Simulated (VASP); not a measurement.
**Te2Mo (rutile), LDA single-point calculation: Ansatz's output and VASP's**

```
Mo Te
1.0
     6.64198    0.00000    0.00000
     0.00000    6.64198    0.00000
     0.00000    0.00000    3.62748
Mo Te
2 4
Direct
  0.00000 0.00000 0.00000
  0.50000 0.50000 0.50000
  0.28632 0.28632 0.00000
  0.21368 0.78632 0.50000
  0.78632 0.21368 0.50000
  0.71368 0.71368 0.00000
```

Ansatz printed

```
SCF 1 converged in 6 iterations: F = -36993.922878 eV  dr2 = 6.50e-8
  greatest PAW one-centre occupation: 0.999 electrons in one spin orbital (limit 2), on the Te atom at site 5 (counted from 0), in its partial waves of l = 2
NSCF: frozen V_eff on 8 k-points
SCF converged after 6 iterations
Free energy (F): -36993.922878 eV
Harris-Foulkes:  -36993.922878 eV  (|F-HF|=4.04e-9)
Internal energy: -36993.915208 eV  (E = F + TS)
E sigma→0 (E₀):  -36993.919043 eV
Entropy (-TS):   -0.007670 eV (-1.278 meV/atom)
Fermi energy:    11.415572 eV
--- Per-component energies (eV) ---
  E_band       = -1274.080317
  E_kinetic    = 1611.099464
  E_local      = -7405.873633  (includes V_loc(G=0)·N_el)
  E_nonlocal   = -919.344147
  E_hartree    = 4072.667158
  E_xc         = -858.818375
  E_vxc        = -875.083734  (∫ρ·V_xc dr)
  E_paw        = -24222.504497  (= ΣΔE_a)
  E_vpaw       = -1830.209024  (= ΣTr[D̂ρ^β])
  E_aug_tail   = -0.000712  (compensation charges beyond the density's cutoff)
  E_ewald      = -9274.800744
  E_core_change = 3.660277  (= ΣΔE_core)
  E_smearing   = -0.007670  (= −TS)
  E_closure    = -0.000000  (closes the sum)
  Σ components = -36993.922878   (vs F -36993.922878, Δ=0.00e0)
--- Forces (eV/Å), atoms counted from 1 ---
  atom   1  Mo     0.00000000    -0.00000000     0.00000000
  atom   2  Mo     0.00000000     0.00000000     0.00000000
  atom   3  Te     0.00974529     0.00974529     0.00000000
  atom   4  Te    -0.00974529     0.00974529     0.00000000
  atom   5  Te     0.00974529    -0.00974529     0.00000000
  atom   6  Te    -0.00974529    -0.00974529     0.00000000
  max |Σ_I F_I| component: 0.00e0 eV/Å
--- Stress (GPa, compression-positive) ---
       -4.479752       0.000000       0.000000
        0.000000      -4.479752       0.000000
        0.000000       0.000000      -4.764119
  P = ⅓ Tr σ = -4.5745 GPa (-45.745 kbar)
--- Band table (eV; the first three rows and the last of 30) ---
  k-point 0: bands = ["-49.7123", "-49.7119", "-25.6550", "-25.6372", "-25.6372", "-25.6290", "-25.6249", "-25.6249", "-25.6167", "-25.6164", "-25.6164", "-25.6146", "-25.6116", "-25.6107", "-25.6052", "-25.6009", "-25.6009", "-25.5982", "-25.5918", "-25.5874", "-25.5874", "-25.5800", "-23.9190", "-23.9190", "-23.8400", "-23.8400", "-23.8208", "-23.7977", "-1.6778", "-0.1181", "-0.1181", "0.0953", "4.9748", "6.0599", "6.7887", "7.6152", "7.6152", "8.5451", "8.5451", "9.5695", "9.6779", "10.0733", "10.3952", "10.8579", "10.8579", "11.3911", "11.3911", "12.2713", "12.3227", "12.3731", "12.3881"]
  k-point 1: bands = ["-49.7118", "-49.7115", "-25.6524", "-25.6380", "-25.6380", "-25.6286", "-25.6273", "-25.6273", "-25.6150", "-25.6150", "-25.6145", "-25.6125", "-25.6119", "-25.6106", "-25.6055", "-25.6017", "-25.6017", "-25.5990", "-25.5913", "-25.5872", "-25.5872", "-25.5804", "-23.9130", "-23.9130", "-23.8393", "-23.8393", "-23.8322", "-23.8106", "-1.5262", "-0.0637", "-0.0637", "0.1827", "5.1635", "6.2228", "6.8987", "7.3954", "7.3954", "8.6628", "8.6628", "8.7510", "9.5471", "10.1430", "10.2872", "10.2872", "10.5266", "11.7292", "11.8189", "11.8189", "12.0747", "12.2806", "12.5554"]
  k-point 2: bands = ["-49.7107", "-49.7104", "-25.6451", "-25.6430", "-25.6430", "-25.6313", "-25.6313", "-25.6272", "-25.6130", "-25.6113", "-25.6103", "-25.6103", "-25.6090", "-25.6075", "-25.6060", "-25.6030", "-25.6030", "-25.6010", "-25.5898", "-25.5870", "-25.5870", "-25.5815", "-23.8986", "-23.8986", "-23.8592", "-23.8421", "-23.8376", "-23.8376", "-1.0964", "0.0740", "0.0740", "0.3742", "5.6872", "6.7043", "7.0526", "7.0526", "7.1279", "7.3950", "8.7053", "8.7418", "8.7418", "9.4107", "9.4107", "10.2315", "10.8936", "11.3394", "11.3692", "12.1247", "12.1247", "12.1384", "12.7956"]
  k-point 29: bands = ["-49.7091", "-49.7091", "-25.6567", "-25.6567", "-25.6323", "-25.6323", "-25.6263", "-25.6263", "-25.6167", "-25.6167", "-25.6073", "-25.6073", "-25.6066", "-25.6066", "-25.6008", "-25.6008", "-25.6007", "-25.6007", "-25.5850", "-25.5850", "-25.5841", "-25.5841", "-23.8920", "-23.8920", "-23.8784", "-23.8784", "-23.8354", "-23.8354", "0.2054", "0.2054", "0.2659", "0.2659", "5.7426", "5.7426", "6.2494", "6.2494", "7.7752", "7.7752", "7.8144", "7.8144", "9.3250", "9.3250", "10.1225", "10.1225", "11.4167", "11.4167", "11.4679", "11.4679", "12.0108", "12.0108", "13.9486"]
```

Each program uses its own PAW datasets. VASP's cell holds 52 valence electrons and Ansatz's 92. LDA means the Perdew–Zunger form with relativistic exchange in VASP and the Perdew–Wang form in Ansatz. Ansatz's stress includes a Pulay correction; VASP's doesn't.

What does VASP give for the same cell and level of theory?

gap between bands v and c -0.82 eV (bands overlap: a metal); least direct gap 0.00 eV; pressure -4.4 GPa.

From OUTCAR

```
k-points           NKPTS =     30   k-points in BZ     NKDIM =     30   number of bands    NBANDS=     35

   NELECT =      52.0000    total number of electrons

   dimension x,y,z NGX =    50 NGY =   50 NGZ =   28
   dimension x,y,z NGXF=   100 NGYF=  100 NGZF=   56

  energy-cutoff  :      520.00
  volume of cell :      160.03
      direct lattice vectors                 reciprocal lattice vectors
     6.641983425  0.000000000  0.000000000     0.150557437  0.000000000  0.000000000
     0.000000000  6.641983425  0.000000000     0.000000000  0.150557437  0.000000000
     0.000000000  0.000000000  3.627481601     0.000000000  0.000000000  0.275673349

 k-points in reciprocal lattice and weights: KPOINTS created by Atomic Simulation Env
   0.00000000  0.00000000  0.00000000       0.008
   0.25000000  0.00000000  0.00000000       0.031
   0.50000000  0.00000000  0.00000000       0.016
   0.25000000  0.25000000  0.00000000       0.031
   0.50000000  0.25000000  0.00000000       0.031
   0.50000000  0.50000000  0.00000000       0.008
   0.00000000  0.00000000  0.12500000       0.016
   0.25000000  0.00000000  0.12500000       0.062
   ...

 E-fermi :   7.5316

 k-point     1 :       0.0000    0.0000    0.0000
  band No.  band energies     occupation
      1     -53.3855      2.00000
      2     -53.3854      2.00000
      3     -27.7445      2.00000
      4     -27.7445      2.00000
      5     -27.6757      2.00000
      6     -27.6757      2.00000
      7     -27.6504      2.00000
      8     -27.6474      2.00000
      9      -5.5236      2.00000
     10      -3.9508      2.00000
     11      -3.9508      2.00000
     12      -3.7393      2.00000
     13       1.0954      2.00000
     14       2.1638      2.00000
     15       2.9015      2.00000
     16       3.7320      2.00000
     17       3.7320      2.00000
     18       4.6556      2.00000
     19       4.6556      2.00000
     20       5.6767      2.00000
     21       5.7849      2.00000
     22       6.1812      2.00000
     23       6.5155      2.00000
     24       6.9688      2.00000
     25       6.9688      2.00000
     26       7.5146      1.40196
     27       7.5146      1.40196
     28       8.3959      0.00000
     29       8.4346      0.00000
     30       8.4998      0.00000
     31       8.5113      0.00000
     32      10.4542      0.00000
     33      11.1921      0.00000
     34      11.1921      0.00000
     35      12.7368      0.00000

 k-point     2 :       0.2500    0.0000    0.0000
  band No.  band energies     occupation
      1     -53.3854      2.00000
      2     -53.3854      2.00000
      3     -27.7444      2.00000
      4     -27.7444      2.00000
      5     -27.6757      2.00000
      6     -27.6757      2.00000
      7     -27.6500      2.00000
      8     -27.6478      2.00000
      9      -5.3593      2.00000
     10      -4.3119      2.00000
     11      -3.9103      2.00000
     12      -3.7218      2.00000
     13       1.4920      2.00000
     14       2.5346      2.00000
     15       2.7664      2.00000
     16       3.5818      2.00000
     17       3.7855      2.00000
     18       4.6805      2.00000
     19       4.6929      2.00000
     20       5.2977      2.00000
     21       5.7228      2.00000
     22       6.0305      2.00000
     23       6.2462      2.00000
     24       6.6562      2.00000
     25       7.1311      2.00000
     26       7.4436      1.97584
     27       7.5464      0.64636
     28       8.0944      0.00000
     29       8.2844      0.00000
     30       8.6882      0.00000
     31       9.2589      0.00000
     32      10.7868      0.00000
     33      10.8611      0.00000
     34      11.0209      0.00000
     35      12.3371      0.00000

 ...

  Total       -4.3263333     -4.3263333     -4.6206375     -0.0000000      0.0000000      0.0000000
  in kB      -43.3141467    -43.3141467    -46.2606451     -0.0000000      0.0000000      0.0000000
  external PRESSURE =     -44.2963129 kB  Pullay stress =       0.0000000 kB

 POSITION                                       TOTAL-FORCE (eV/Angst)
 -----------------------------------------------------------------------------------
      0.00000      0.00000      0.00000         0.000000      0.000000     -0.000000
      3.32099      3.32099      1.81374         0.000000      0.000000     -0.000000
      1.90171      1.90171      0.00000         0.000428      0.000428      0.000000
      1.41928      5.22270      1.81374        -0.000428      0.000428      0.000000
      5.22270      1.41928      1.81374         0.000428     -0.000428     -0.000000
      4.74028      4.74028      0.00000        -0.000428     -0.000428     -0.000000
 -----------------------------------------------------------------------------------
    total drift:                                0.000000      0.000000     -0.000000

  FREE ENERGIE OF THE ION-ELECTRON SYSTEM (eV)
  ---------------------------------------------------
  free  energy   TOTEN  =       -38.9674731556 eV

  energy  without entropy=      -38.9595910041  energy(sigma->0) =      -38.96353208
```
